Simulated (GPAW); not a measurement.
**MoS2: single point with PBEsol**

The system is MoS2.

```
Mo S
1.0
     1.58000    0.91221    6.15000
    -1.58000    0.91221    6.15000
     0.00000   -1.82443    6.15000
Mo S
1 2
Cartesian
  0.0102 -0.0081 -0.0121
  -0.0599 -0.0380 7.7439
  -0.0031 -0.0316 4.5895
```

The cell isn't the ideal one: atoms moved at random, drawn with an rms of 0.05 Å.

| Item | Value |
| --- | --- |
| Program | GPAW 26.7.0 |
| Task | single point |
| Functional | PBEsol |
| Potentials or basis | PAW data sets generated in the run's folder for this functional |
| Cutoff | 600 eV |
| Basis | pw |
| k mesh | 10 × 10 × 10 |
| Occupations | fermi-dirac, width 0.05 eV |
| Spin | no spin polarisation |

The pressure is -3.1 GPa and the largest force is 1.192 eV/Å. The band gap on the k mesh is 0.84 eV, indirect (least direct gap 1.90 eV).

Forces on the atoms (eV/Å):
```
Mo  -0.765 -0.502  0.764
S    0.603  0.249 -0.818
S    0.162  0.253  0.055
```

Stress tensor (GPa, compression positive):
```
-3.22 -0.66  2.05
-0.66 -2.28  0.02
 2.05  0.02 -3.77
```

Levels at points of the mesh, in eV from the valence-band top:
| k point | band 9 | band 10 | band 11 | band 12 | band 13 | band 14 | band 15 | band 16 | band 17 | band 18 |
| --- | --- | --- | --- | --- | --- | --- | --- | --- | --- | --- |
| (0.00, 0.00, 0.00) | -3.12 | -2.28 | -1.86 | -1.35 | -1.04 | 1.80 | 2.25 | 2.40 | 2.56 | 5.55 |
| (0.00, 0.00, 0.50) | -4.85 | -3.75 | -2.37 | -1.62 | -1.28 | 1.64 | 2.03 | 3.19 | 3.66 | 5.25 |
| (0.00, 0.50, 0.00) | -4.85 | -3.77 | -2.40 | -1.62 | -1.26 | 1.65 | 2.03 | 3.17 | 3.64 | 5.32 |
| (0.00, 0.50, 0.50) | -4.63 | -3.81 | -2.89 | -1.69 | -1.14 | 1.66 | 2.13 | 2.80 | 3.91 | 5.94 |
| (0.50, 0.00, 0.00) | -4.95 | -3.89 | -2.17 | -1.47 | -1.37 | 1.71 | 2.02 | 3.31 | 3.43 | 5.03 |
| (0.50, 0.00, 0.50) | -4.57 | -3.69 | -2.94 | -1.69 | -1.21 | 1.60 | 2.14 | 3.02 | 3.87 | 5.96 |
| (0.50, 0.50, 0.00) | -4.56 | -3.68 | -2.97 | -1.69 | -1.22 | 1.60 | 2.15 | 3.00 | 3.85 | 6.03 |
| (0.50, 0.50, 0.50) | -3.23 | -3.14 | -2.25 | -1.81 | 0.00 | 1.90 | 2.17 | 2.40 | 2.46 | 5.69 |

Run time: 5 min on 4 MPI ranks on Arm Neoverse V2 (shared host), peak memory 0.39 GiB a rank.

Caveat: the program warned that so skewed a cell can give wrong results. A k mesh can miss the band edges.
